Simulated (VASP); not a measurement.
## Al2O3: Born charges and dielectric tensor with PBE

The system is Al2O3.

```xyz
5
Lattice="3.0175 0.0000 0.0000 -1.5087 2.6132 0.0000 0.0000 0.0000 7.5746" Properties=species:S:1:pos:R:3 pbc="T T T"
Al    0.0000    0.0000    5.4693
Al    0.0000    0.0000    2.1054
O     0.0000    0.0000    3.7873
O     1.5087    0.8711    6.0638
O     0.0000    1.7421    1.5108
```

Measurements of this composition are mostly on another form, of space group No. 167.

| Quantity | Value |
| --- | --- |
| Program | VASP 6.6.1 |
| Task | Born charges and dielectric tensor |
| Functional | PBE |
| Potentials or basis | VASP PAW PBE potentials, release 64 (Al, O) |
| Cutoff | 520 eV |
| k mesh | 10 × 10 × 4 |
| Occupations | fermi-dirac, width 0.1 eV |
| Spin | no spin polarisation |
| Further INCAR settings | ALGO = Normal; EDIFF = 1e-08 |

```yaml
Band_gap_on_the_k_mesh: 2.29 eV, direct
Electronic_dielectric_tensor_diagonal: 3.03, 3.03, 2.68
Born_charges_mean_of_the_diagonal: Al +2.58; O -1.67, -1.75 e
```

Levels at points of the mesh, in eV from the valence-band top:
```csv
k point,band 8,band 9,band 10,band 11,band 12,band 13,band 14,band 15,band 16
"(0.00, 0.00, 0.00)",-3.73,-3.73,-2.35,0.00,0.00,2.29,4.27,7.35,10.52
"(0.50, 0.00, 0.00)",-4.31,-3.55,-3.12,-1.76,-0.48,4.60,6.19,8.17,8.95
"(0.00, 0.00, 0.50)",-3.72,-3.66,-3.11,0.00,0.00,3.24,3.31,8.12,8.76
"(0.50, 0.00, 0.50)",-4.35,-3.43,-3.34,-1.70,-0.48,5.04,5.60,8.09,8.66
```

Electronic dielectric tensor:
```
3.03 0.00 0.00
0.00 3.03 0.00
0.00 0.00 2.68
```

Born effective charge tensors (e):
atom 1, Al
```
2.74 0.00 0.00
0.00 2.74 0.00
0.00 0.00 2.26
```
atom 2, Al
```
2.74 0.00 0.00
0.00 2.74 0.00
0.00 0.00 2.26
```
atom 3, O
```
-1.51  0.00  0.00
 0.00 -1.51  0.00
 0.00  0.00 -1.98
```
atom 4, O
```
-1.98  0.00  0.00
 0.00 -1.98  0.00
 0.00  0.00 -1.27
```
atom 5, O
```
-1.98  0.00  0.00
 0.00 -1.98  0.00
 0.00  0.00 -1.27
```

Run time: 4.5 min on 1 thread of AMD EPYC 9R45 (Zen 5), with other jobs on the host, peak memory 0.37 GiB.

A k mesh can miss the band edges. PBE gaps usually lie below the measured ones, often by a third to a half.
